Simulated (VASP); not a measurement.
This VASP 6.6.1 run on Te2Pt (Moncheite) needs a look.

INCAR

```
SYSTEM = Te2Pt
AGGAC = 0.0
ALGO = Fast
EDIFF = 1E-8
ENCUT = 520
GGA = RE
GGA_COMPAT = .FALSE.
ISIF = 2
ISMEAR = -5
IVDW = 99
LASPH = .TRUE.
LCHARG = .FALSE.
LEFG = .TRUE.
LMAXMIX = 4
LNONCOLLINEAR = .TRUE.
LORBIT = 11
LREAL = .FALSE.
LSORBIT = .TRUE.
LUSE_VDW = .TRUE.
LWAVE = .FALSE.
MAGMOM = 0 0 0 0 0 0 0 0 0
NELM = 82
PREC = Accurate
SIGMA = 0.05
```

Contents of KPOINTS:

```
k-points
0
G
  6 6 4
  0 0 0
```

File POSCAR:

```
Te2Pt
1.0
    4.0100000000      0.0000000000      0.0000000000
   -2.0050000000      3.4727618692      0.0000000000
    0.0000000000      0.0000000000      5.2010000000
Pt Te
1 2
Direct
    0.0000000000      0.0000000000      0.0000000000
    0.6666666667      0.3333333333      0.7500000000
    0.3333333333      0.6666666667      0.2500000000
```

Potentials or basis: VASP PAW PBE potentials, release 64 (Pt, Te).

Command:

```bash
$ cat potpaw_PBE.64/Pt/POTCAR potpaw_PBE.64/Te/POTCAR > POTCAR
$ mpirun -np 1 vasp_ncl > vasp.out
```

OUTCAR:

```text
SYSTEM = Te2Pt
   EDIFF = 1E-8
   ENCUT = 520
   GGA = RE
   ISIF = 2
   ISMEAR = -5
   IVDW = 99
   LASPH = .TRUE.
   LNONCOLLINEAR = .TRUE.
   LORBIT = 11
   LREAL = .FALSE.
   LSORBIT = .TRUE.
   NELM = 82
   PREC = Accurate

 ion  position               nearest neighbor table
   1  0.000  0.000  0.000-   2 2.66   3 2.66   2 2.66   3 2.66   2 2.66   3 2.66
   2  0.667  0.333  0.750-   1 2.66   1 2.66   1 2.66   3 3.48   3 3.48   3 3.48   3 3.48   3 3.48
                             3 3.48
   3  0.333  0.667  0.250-   1 2.66   1 2.66   1 2.66   2 3.48   2 3.48   2 3.48   2 3.48   2 3.48
                             2 3.48

  LATTYP: Found a hexagonal cell.
[... 343 lines left out ...]
     0.0000000     0.0000000     0.0000000     0.0000000     0.0000000     0.0000000     0.0000000
     0.0000000     0.0000000     0.0000000     0.0000000     0.0000000     0.0000000     0.0000000
     0.0000000     0.0000000     0.0000000     0.0000000     0.0000000     0.0000000     0.0000000
     0.0000000     0.0000000     0.0000000     0.0000000     0.0000000     0.0000000     0.0000000

 total charge

# of ion       s       p       d       tot
------------------------------------------
    1        0.700   0.714   8.118   9.532
    2        1.401   1.917   0.076   3.395
    3        1.401   1.917   0.076   3.395
--------------------------------------------------
tot          3.503   4.548   8.270  16.321

 magnetization (x)

# of ion       s       p       d       tot
------------------------------------------
    1        0.000  -0.000  -0.000   0.000
    2        0.000   0.000   0.000   0.000
    3        0.000   0.000   0.000   0.000
--------------------------------------------------
tot          0.000  -0.000  -0.000   0.000

 magnetization (y)

# of ion       s       p       d       tot
------------------------------------------
    1        0.000   0.000   0.000   0.000
    2       -0.000   0.000   0.000  -0.000
    3        0.000   0.000   0.000   0.000
--------------------------------------------------
tot         -0.000   0.000   0.000  -0.000

 magnetization (z)

# of ion       s       p       d       tot
------------------------------------------
    1        0.000   0.000   0.000   0.000
    2        0.000   0.000   0.000   0.000
    3        0.000   0.000   0.000   0.000
--------------------------------------------------
tot          0.000   0.000   0.000   0.000
```

On the terminal:

```text
POSCAR found type information on POSCAR PtTe
[... 51 lines left out ...]
 -----------------------------------------------------------------------------
```

Diagnose the run.

The run converged. The input holds a flaw that was put in on purpose: unknown dispersion method (IVDW = 99). The program doesn't stop on it, so the numbers can't be trusted though the run ends normally.
